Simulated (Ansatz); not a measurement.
CdF2 (started from an entry of an open crystallographic database), relaxed with r2SCAN+rVV10. The symmetry is Fm-3m (No. 225, cubic); conventional cell a = 5.365 Å, 12.87 Å³ an atom. Cd is surrounded by 8 F at 2.32 Å; F is surrounded by 4 Cd at 2.32 Å.

```
Cd F
1.0
     0.00000    2.68258    2.68258
     2.68258    0.00000    2.68258
     2.68258    2.68258    0.00000
Cd F
1 2
Cartesian
  0.0000 0.0000 0.0000
  1.3413 1.3413 1.3413
  4.0239 4.0239 4.0239
```

3 runs of the plane-wave code Ansatz on this cell differ in the functional (and in the settings that go with it). Levels are in eV from each run's valence top; v1 is the last filled band, c1 the first empty one.

Run A, mean stress +5.5 GPa (compression positive):
```
point     v5     v3     v1     c1     c2     c3
    Γ  -1.20  -0.71  -0.71  15.37  25.37  25.37
    X  -3.55  -0.68  -0.11  21.65  22.37  23.16
    U  -3.05  -1.14  -0.26  21.57  22.79  23.62
```

Run B, mean stress +0.7 GPa (compression positive):
```
point     v5     v3     v1     c1     c2     c3
    Γ  -1.04  -0.53  -0.53   4.88  14.79  14.79
    X  -3.10  -0.56  -0.09  10.21  11.74  13.28
    U  -2.64  -1.01  -0.21  10.15  12.69  12.87
```

Run C, mean stress -4.4 GPa (compression positive):
```
point     v5     v3     v1    c1     c2     c3
    Γ  -1.05  -0.46  -0.46  2.86  12.37  12.37
    X  -3.11  -0.56  -0.09  7.84   9.44  11.50
    U  -2.63  -1.02  -0.20  7.81  10.54  10.77
```

**Question.** Match the runs to LDA, r2SCANh, Hartree-Fock.

**Answer.** A is Hartree-Fock, B is r2SCANh, C is LDA. In order of the gap: LDA 2.86, r2SCANh 4.88, Hartree-Fock 15.37 eV.

Calculated for a static, non-magnetic cell.

Spin-orbit coupling is left out.

The program warns that its thresholds are loose for a hybrid's stress.

The meshes of the hybrids are coarse, so their gaps aren't converged to the digits shown.
